**Q:** I have twelve band calculations for boron phosphide. The atoms sit in the same places throughout, while the functional changes: the approximate rule for electron exchange and correlation. The potentials, which stand in for the core electrons, change with some of the functionals. What decides which calculation gives a large gap?

Plane-wave DFT band calculations with ABINIT 10.8.3 for boron phosphide, BP (space group F-43m, 2-atom cell, same geometry in every row), without spin polarisation or spin–orbit coupling. The self-consistent runs use a 10 × 10 × 10 k mesh and Fermi–Dirac smearing of 0.05 eV; both gaps are taken along a path of special points.

```tsv
functional	potentials	wave cutoff	gap on path (eV)	direct gap on path (eV)
LDA	PseudoDojo-NC-SR-LDA-v0.4.1-standard	1034.03 eV	1.197	3.387
PBEsol	PseudoDojo-NC-SR-PBEsol-v0.4.1-standard	1034.03 eV	1.137	3.360
revPBE	JTH-PAW-PBE-v2.0	544.228 eV	1.247	3.394
BLYP	PseudoDojo-NC-SR-PBE-v0.4.1-standard	1034.03 eV	1.521	3.584
AM05	JTH-PAW-PBE-v2.0	544.228 eV	1.143	3.327
HCTH407	JTH-PAW-PBE-v2.0	544.228 eV	1.446	3.356
LDA-PZ	JTH-PAW-LDA-v2.0	544.228 eV	1.181	3.374
LDA-VWN	PseudoDojo-NC-SR-LDA-v0.4.1-standard	1034.03 eV	1.199	3.388
PW91	JTH-PAW-PBE-v2.0	544.228 eV	1.280	3.431
SOGGA	JTH-PAW-PBE-v2.0	544.228 eV	1.043	3.311
WC	JTH-PAW-PBE-v2.0	544.228 eV	1.163	3.385
rSCAN	JTH-PAW-PBE-v2.0	653.073 eV	1.460	3.606
```

**A:** Settle which gap you mean first. "Gap on path" is the energy from the highest filled level to the lowest empty one, wherever each lies along the sampled lines of crystal momentum. "Direct gap on path" compares levels at the same momentum. The first is much the smaller, so BP has an indirect gap. What would you guess for its order?

**Q:** The ladder of functionals. LDA uses only the local density, a GGA adds its gradient, and a meta-GGA such as rSCAN adds the kinetic-energy density. Each ingredient should open the gap a little more.

**A:** Test that in a limit. Switch off the gradient terms in PBEsol and you are back at LDA. By your rule, switching them on must widen the gap. Compare the PBEsol and LDA rows, each of which has potentials made for its own functional.

**Q:** The gap falls, from 1.197 to 1.137 eV.

**A:** And PBEsol is not alone: four of the eight GGAs lie below every LDA row. At the other end, BLYP, also a GGA, lies above rSCAN. The rung tells you which ingredients a functional has, but not how they reshape the potential that the electrons feel.

**Q:** Then perhaps it is lattice size. Some functionals prefer longer bonds, and bond length changes a gap.

**A:** It does, but the bonds here are equal in every row, so no actual stretching can cause these differences. A preference for a larger cell could still go along with a larger gap. The calculations give the pressure left in the common cell, which reveals that preference. Take PW91 as the reference and look at HCTH407: its pressure is lower by about 1.5 GPa, yet its indirect gap is larger by 0.17 eV.

**Q:** So pressure points the wrong way for that pair. What is left?

**A:** The contrast of the potential between regions rich and poor in electrons. The filled valence states hold much of the charge in the bonds. The empty states are antibonding and have more weight elsewhere. If a functional deepens the potential in the bonds relative to the rest, the valence states should drop relative to the empty ones, and the gap should widen.

**Q:** What if it deepens the potential equally everywhere?

**A:** Then all levels move together and the gap stays put. That limit shows why only the contrast counts. The same contrast also draws charge into the bonds, so the charge becomes less even. This is an argument from theory, as we have no maps of the potential or the states.

**Q:** Can I measure the unevenness without a map?

**A:** The Hartree energy gives one measure. It is the electrostatic repulsion of the electron charge with itself. In a crystal calculation its uniform part is removed, so a perfectly even charge would give zero. More uneven charge generally gives a higher value, though one number cannot say where the charge has gone.

**Q:** Why should the gap follow it in a simple way?

**A:** Suppose that, once the charge has settled, the potentials of two functionals differ by λw, where w is a fixed pattern in space and λ its strength. For small λ, each level moves by λ times the average of w over its state. The gap therefore changes by λ(w_c − w_v), with c for the empty state and v for the filled one. The charge also responds in proportion to λ, and so does the change in Hartree energy. Divide one change by the other and λ drops out: the gap should follow the Hartree energy along a straight line.

**Q:** Does it?

**A:** For the indirect gap, quite well. I drew a least-squares line through the seven PAW rows other than rSCAN, whose exchange-correlation potential is of another kind. Six of them share one set of potentials; LDA-PZ has another, and lies farthest from the line. The gap rises by 0.34 eV for each eV of Hartree energy, with a typical miss of 0.02 eV. A line in pressure through the same rows misses by 0.10 eV.

**Q:** Let me try BLYP, starting from PW91. The Hartree energies are 17.94 and 17.28 eV, so BLYP is higher by 0.66 eV.

**A:** Multiply by the slope: 0.66 × 0.34 = 0.22 eV. Add that to the PW91 gap of 1.28 eV and you expect 1.50 eV.

**Q:** The table has 1.52 eV. Was BLYP used to draw the line?

**A:** No, though PW91 was. BLYP is a useful test because it lies beyond the fitted range. It is not a perfectly clean one, since it has norm-conserving potentials, and the charge that enters the Hartree energy depends on the kind of potential. I also chose this measure after seeing the results, so the agreement deserves less weight than a forecast made in advance.

**Q:** Still, doesn't it prove that uneven charge opens the gap?

**A:** It shows that the two go together. Both are results of the same calculation, and in my argument both follow from the potential. There is also a sharper test. If one pattern w served all these functionals, the direct gap should follow its own straight line. Go back to HCTH407.

**Q:** Its Hartree energy is higher than that of PW91 and its indirect gap is larger. But its direct gap is smaller, by 0.08 eV.

**A:** Now put SOGGA beside PW91. There the functional with the higher Hartree energy, PW91, has the larger direct gap. A single pattern with a variable strength cannot do both. So HCTH407 seems to change the shape of the potential, not just its contrast. In the two runs whose levels I have, revPBE and SOGGA, both gaps start from the same filled level. If that holds for HCTH407 too, it is the two empty states that move by different amounts.

**Q:** Then is its place on the line for the indirect gap an accident?

**A:** It may be, in part. HCTH407 is also the row at the upper end of the fit, so it has a strong say in the slope. BLYP supports that slope from outside. I would keep the contrast as the best of the three explanations for the indirect gap, and not use it for the direct one.

**Q:** What about rSCAN, which you left out?

**A:** Compare it with PW91 again. Their Hartree energies are almost equal, so the line expects almost equal indirect gaps. Instead rSCAN is wider by 0.18 eV, and its direct gap is wider by about the same amount. Something opens both gaps without making the charge more uneven by this measure.

**Q:** So the higher rung matters after all?

**A:** It can, by another route. In LDA and GGA the exchange-correlation potential is one function of position, the same for every state. In a meta-GGA it also acts on the slope of each orbital. Two states can have the same density at a point but different slopes there, and then be shifted differently. So a gap can open even when the Hartree energy hardly changes. This is the standard explanation of why meta-GGAs often give wider gaps.

**Q:** Do these numbers prove it?

**A:** They fit it, but there is only one such row, and its charge does change. The sphere around phosphorus holds fewer electrons with rSCAN than with PW91, and the difference is larger than between any two of the other PAW rows. An ordinary change of the potential may therefore play a part. rSCAN uses potentials made for PBE, as do all the GGA rows except PBEsol, so part of any difference may come from that mismatch. The rSCAN run also warned that the density had become too small at some points and was reset to a floor. To see what the action on the orbital slopes adds, you would need the gap from an ordinary local potential that reproduces the rSCAN density. We don't have one.

**Q:** Suppose I get another GGA for this same cell. How would I guess its gap?

**A:** Keep the potentials the same and compare its Hartree energy with that of PW91. If it is higher, guess a larger indirect gap; the slope gives the rough size. The run that gives the Hartree energy also gives the levels, so use this to test your understanding, not to save a calculation. Don't read anything into a few thousandths of an eV: the gap shifts by up to 6 meV when the same states are sampled on a regular mesh instead of the path. For a meta-GGA, the guess from the Hartree energy alone may be far too low, as it is for rSCAN.

**Q:** And if I want to match the measured gap, do I take BLYP because its indirect gap is the largest?

**A:** No. The measured indirect gap is roughly 2 eV, a recalled figure that is not in the table, and every row falls well short. Spin–orbit coupling and lattice vibrations are missing here, but both would usually lower such a gap, so they would not close the shortfall. The main cause is a known limit of these functionals: their level differences leave out part of the energy needed to add and remove an electron. The fixed cell matters too. BLYP is under about 7 GPa here, so it would expand if allowed to relax, and its gap would change.
